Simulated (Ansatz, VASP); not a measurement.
AlFe: VASP beside Ansatz

Contents of INCAR:

```
SYSTEM = AlFe
PREC = Accurate
ENCUT = 520
EDIFF = 1E-6
ISMEAR = 0
SIGMA = 0.1
LREAL = .False.
LASPH = .True.
NELM = 150
ALGO = Normal
ISIF = 2
LWAVE = .False.
LCHARG = .False.
ISPIN = 2
MAGMOM = 0 0.77
LORBIT = 11
LMAXMIX = 4
GGA = PE
NBANDS = 16
```

Contents of KPOINTS:

```
regular mesh
0
Gamma
  14 14 14
  0 0 0
```

POSCAR

```
AlFe
1.0
    2.9027914508      0.0000000000      0.0000000000
    0.0000000000      2.9027914508      0.0000000000
    0.0000000000      0.0000000000      2.9027914508
Al Fe
1 1
Direct
    0.0000000000      0.0000000000      0.0000000000
    0.5000000000      0.5000000000      0.5000000000
```

Input for Ansatz:

```yaml
crystal:
  lattice:
    - [2.9027914358, 0.0, 0.0]
    - [0.0, 2.9027914358, 0.0]
    - [0.0, 0.0, 2.9027914358]
  atoms:
    - { symbol: Al, position: [0.0, 0.0, 0.0] }
    - { symbol: Fe, position: [0.5, 0.5, 0.5], spin: 0.77 }
basis:
  ecutwfc: 420
kpoints:
  mp_grid: { grid: [14, 14, 14] }
hamiltonian:
  xc: pbe
scf:
  occupations: { method: gaussian, width: 0.1 }
output:
  forces: true
  stress: true
  eigenvalues: true
  populations: true
magnetization:
  spin_polarized: true
```

Alike in both runs: task single point; functional PBE; k mesh 14 × 14 × 14; occupations gaussian, width 0.1 eV; collinear spin.

|  | VASP | Ansatz |
| --- | --- | --- |
| version | VASP 6.6.1 | Ansatz 0.2.0 |
| potentials or method | VASP PAW PBE potentials, release 64 (Al, Fe) | scalar-relativistic, plane waves, PAW |
| plane-wave cutoff (eV) | 520 | 420 |
| valence electrons in the cell | 11 | 19 |

```tsv
	VASP	Ansatz	Ansatz less VASP
gap on the k mesh at the Fermi level (eV)	none	none	-
pressure (GPa)	-4.9	-4.9	-0.02
net moment per atom (μB)	0.34	0.34	+0.002
```

A gap of «none» marks a metal or a gap that the smearing closes. With one functional, cell and mesh, what is left measures potentials, basis and numerics. The two sets of potentials don't hold the same shells in valence.
